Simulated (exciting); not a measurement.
# Sn (I4/mmm) in exciting: a series of runs

The runs below take Sn through density of states, band structure, with LDA-VWN, PBEsol+D2.

Everything below comes from runs of exciting (release sodium). Logs are shortened: lines on timing, memory, paths and dates and some standing lists are left out, and cuts for length are marked.

**1. The cell of the first run**

The structure is tetragonal, space group I4/mmm (No. 139). Conventional cell: a = 4.252 Å, b = 4.252 Å, c = 3.480 Å, α = 90.00°, β = 90.00°, γ = 90.00°. Sn (site symmetry 4/mmm) has 10 Sn at 3.47 to 3.48 Å as nearest neighbours.

This isn't the form of Sn at room conditions, which is tetragonal (white tin).

**2. Density of states, LDA-VWN (volume scaled by 1.15)**

input.xml reads:

```xml
<input>
  <title>Sn</title>
  <structure speciespath="./" tshift="false" cartesian="true">
    <crystal scale="6.5644201694">
      <basevect>-0.612008841982 0.612008841982 0.500889563351</basevect>
      <basevect>0.612008841982 -0.612008841982 0.500889563351</basevect>
      <basevect>0.612008841982 0.612008841982 -0.500889563351</basevect>
    </crystal>
    <species speciesfile="Sn.xml" rmt="2.3">
      <atom coord="0.000000000000 0.000000000000 0.000000000000"/>
    </species>
  </structure>
  <groundstate do="fromscratch" ngridk="10 10 10" rgkmax="8" gmaxvr="14" lmaxapw="10" lmaxmat="10" lmaxvr="8" stype="Gaussian" swidth="0.00036749" nempty="8" ValenceRelativity="iora*" epsengy="1e-05" epspot="1e-05" maxscl="60" outputlevel="normal">
    <libxc exchange="XC_LDA_X" correlation="XC_LDA_C_VWN"/>
  </groundstate>
  <properties>
    <dos nwdos="400" winddos="-0.4 0.4" inttype="tetra" ngrdos="100" nsmdos="0" lmirep="true"/>
  </properties>
</input>
```

Potentials or basis: all-electron LAPW+lo, shipped species files, valence relativity iora*.

Started as:

```bash
$ OMP_NUM_THREADS=1 exciting_smp
```

INFO.OUT:

```text
================================================================================
EXCITING SODIUM started
[... 10 lines left out ...]

 Lattice vectors (cartesian) :
     -4.0174831862      4.0174831862      3.2880495523
      4.0174831862     -4.0174831862      3.2880495523
      4.0174831862      4.0174831862     -3.2880495523

 Reciprocal lattice vectors (cartesian) :
     -0.0000000000      0.7819802867      0.9554578189
      0.7819802867     -0.0000000000      0.9554578189
      0.7819802867      0.7819802867      0.0000000000

 Unit cell volume                           :     212.2787301094
 Brillouin zone volume                      :       1.1685118585

 Species :    1 (Sn)
     parameters loaded from                 :    Sn.xml
     name                                   :    tin
     nuclear charge                         :     -50.00000000
     electronic charge                      :      50.00000000
     atomic mass                            :  216395.09200000
     muffin-tin radius                      :       2.30000000
     # of radial points in muffin-tin       :     400

     atomic positions (cartesian) :
       1 :   0.00000000  0.00000000  0.00000000

 Total number of atoms per unit cell        :       1

 Spin treatment                             :    spin-unpolarised

 Number of Bravais lattice symmetries       :      16
 Number of crystal symmetries               :      16

 k-point grid                               :      10   10   10
 Total number of k-points                   :     102
 k-point set is reduced with crystal symmetries

 R^MT_min * |G+k|_max (rgkmax)              :       8.00000000
 Species with R^MT_min                      :       1 (Sn)
 Maximum |G+k| for APW functions            :       3.47826087
 Maximum |G| for potential and density      :      14.00000000

 G-vector grid sizes                        :      30    30    30
 Total number of G-vectors                  :    9903

 Maximum angular momentum used for
     APW functions                          :      10
     computing H and O matrix elements      :      10
     potential and density                  :       8
     inner part of muffin-tin               :       2

 Total nuclear charge                       :     -50.00000000
 Total electronic charge                    :      50.00000000
 Total core charge                          :      30.00000000
 Total valence charge                       :      20.00000000

 Number of empty states                     :       8
 Total number of valence states             :      19

 Maximum Hamiltonian size                   :     180
 Maximum number of plane-waves              :     163
 Total number of local-orbitals             :      17

 Exchange-correlation type                  :     100
     libxc; exchange: Slater exchange; correlation: Vosko, Wilk & Nusair (VWN5) (see libxc for references)

 Smearing scheme                            :    Gaussian
 Smearing width                             :       0.00036749

 Using multisecant Broyden potential mixing
[... 16 lines left out ...]
+ SCF iteration number :    1                                                  +
++++++++++++++++++++++++++++++++++++++++++++++++++++++++++++++++++++++++++++++++
 Total energy                               :     -6170.83284488
 _______________________________________________________________
 Fermi energy                               :         0.20067736
 Kinetic energy                             :      6499.42712968
 Coulomb energy                             :    -12510.36788408
 Exchange energy                            :      -155.08827398
 Correlation energy                         :        -4.80381650

 DOS at Fermi energy (states/Ha/cell)       :        49.19789566

 Electron charges :
     core                                   :        30.00000000
     core leakage                           :         0.00040631
     valence                                :        20.00000000
     interstitial                           :         2.70592153
     charge in muffin-tin spheres :
                  atom     1    Sn          :        47.29407847
     total charge in muffin-tins            :        47.29407847
     total charge                           :        50.00000000

++++++++++++++++++++++++++++++++++++++++++++++++++++++++++++++++++++++++++++++++
+ SCF iteration number :    2                                                  +
++++++++++++++++++++++++++++++++++++++++++++++++++++++++++++++++++++++++++++++++
 Total energy                               :     -6172.20312619
 _______________________________________________________________
 Fermi energy                               :         0.19760217
 Kinetic energy                             :      6498.62389501
 Coulomb energy                             :    -12510.90917289
 Exchange energy                            :      -155.11342574
 Correlation energy                         :        -4.80442256
[... 287 lines left out ...]
++++++++++++++++++++++++++++++++++++++++++++++++++++++++++++++++++++++++++++++++
+ SCF iteration number :   13                                                  +
++++++++++++++++++++++++++++++++++++++++++++++++++++++++++++++++++++++++++++++++
 Total energy                               :     -6173.77952181
 _______________________________________________________________
 Fermi energy                               :         0.18897118
 Kinetic energy                             :      6497.53255977
 Coulomb energy                             :    -12511.37167441
 Exchange energy                            :      -155.13538588
 Correlation energy                         :        -4.80502129

 DOS at Fermi energy (states/Ha/cell)       :        64.76616067

 Electron charges :
     core                                   :        30.00000000
     core leakage                           :         0.00040107
     valence                                :        20.00000000
     interstitial                           :         2.68264082
     charge in muffin-tin spheres :
                  atom     1    Sn          :        47.31735918
     total charge in muffin-tins            :        47.31735918
     total charge                           :        50.00000000

 RMS change in effective potential (target) :  0.498432E-08  ( 0.100000E-04)
 Absolute change in total energy   (target) :  0.259762E-05  ( 0.100000E-04)
 Charge distance                   (target) :  0.194058E-08  ( 0.100000E-04)

++++++++++++++++++++++++++++++++++++++++++++++++++++++++++++++++++++++++++++++++
| Convergency criteria checked for the last 2 iterations                       +
| Convergence targets achieved. Performing final SCF iteration                 +
++++++++++++++++++++++++++++++++++++++++++++++++++++++++++++++++++++++++++++++++
 Total energy                               :     -6173.77952280
 _______________________________________________________________
 Fermi energy                               :         0.18897118
 Kinetic energy                             :      6497.53255935
 Coulomb energy                             :    -12511.37167494
 Exchange energy                            :      -155.13538592
 Correlation energy                         :        -4.80502129

 DOS at Fermi energy (states/Ha/cell)       :        64.76609125

 Electron charges :
     core                                   :        30.00000000
     core leakage                           :         0.00040107
     valence                                :        20.00000000
     interstitial                           :         2.68264082
     charge in muffin-tin spheres :
                  atom     1    Sn          :        47.31735918
     total charge in muffin-tins            :        47.31735918
     total charge                           :        50.00000000

++++++++++++++++++++++++++++++++++++++++++++++++++++++++++++++++++++++++++++++++
[... 12 lines left out ...]
| EXCITING SODIUM stopped                                                      =
================================================================================
```

Wall time 31 s (1 thread of Intel Xeon 6975P-C (Granite Rapids), shared host); peak memory 0.11 GiB.

What came out:

- Band gap on the k mesh: none (metal or under the smearing width)
- All electrons inside the program's atomic spheres: Sn 47.32 (radii Sn 2.3 bohr)

States per cell in windows of 1 eV (zero at the Fermi level; states under -8 eV left out):
```tsv
from (eV)	total	Sn1 p	Sn1 s	Sn1 d	Sn1 f
-8.0	0.44	0.01	0.18	0.00	0.00
-7.0	0.53	0.01	0.24	0.00	0.00
-6.0	0.49	0.01	0.25	0.00	0.00
-5.0	0.08	0.00	0.04	0.00	0.00
-4.0	0.15	0.03	0.00	0.00	0.00
-3.0	0.61	0.14	0.03	0.00	0.00
-2.0	0.62	0.15	0.04	0.00	0.00
-1.0	0.62	0.15	0.04	0.01	0.00
0.0	0.61	0.16	0.03	0.01	0.00
1.0	0.71	0.20	0.03	0.01	0.00
2.0	0.74	0.23	0.02	0.01	0.00
3.0	0.92	0.31	0.02	0.01	0.00
4.0	0.66	0.23	0.01	0.01	0.00
5.0	0.42	0.15	0.00	0.01	0.00
6.0	0.27	0.05	0.00	0.02	0.00
7.0	0.65	0.04	0.03	0.06	0.01
```

Caveat: the tetrahedron DOS on this energy grid can lose part of the weight of narrow d or f bands.

(Continued in part 2 of 2.)
